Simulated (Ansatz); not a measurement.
# SiO2 — 17O nuclear quadrupole resonance

Cell: an entry of the Crystallography Open Database (COD), ions relaxed with PBE at fixed cell.

```cif
data_SiO2
_symmetry_space_group_name_H-M 'P4_12_12'
_symmetry_Int_Tables_number 92
_cell_length_a 4.9080
_cell_length_b 4.9080
_cell_length_c 6.7840
_cell_angle_alpha 90.000
_cell_angle_beta 90.000
_cell_angle_gamma 90.000
loop_
_atom_site_label
_atom_site_type_symbol
_atom_site_symmetry_multiplicity
_atom_site_Wyckoff_symbol
_atom_site_fract_x
_atom_site_fract_y
_atom_site_fract_z
Si Si 4 a 0.3123 0.3123 0.0000
O O 8 b 0.2337 0.1302 0.1920
```

One atom of each set is listed.

Computed with Ansatz: DFT, r2SCAN, plane waves and PAW, scalar-relativistic, 500 eV cutoff, Γ-centred 5×5×4 k-points, Fermi–Dirac smearing 0.02 eV.

17O: I = 5/2, Q = -25.58 mb (year-2017 value). Static lattice, zero field.

(1) At which frequencies do the 17O NQR lines lie?

## Answers

(1) For I = 5/2 and η = 0 the lines are 3|C_Q|/20 and twice that; η pulls their ratio below 2.

```tsv
site	atoms	V_zz (10²¹ V/m²)	C_Q (MHz)	η	line frequencies (MHz)
O	8	9.04	-5.59	0.24	0.889, 1.66
```

At O V_zz runs parallel to the line that joins its two neighbours (within 1°).

The largest force is 0.3 eV/Å, so the atoms aren't at the calculated equilibrium and relaxing them would move these values. The cell is 5 % smaller than that of α-cristobalite at ambient conditions, so the entry probably stands for a crystal under pressure.
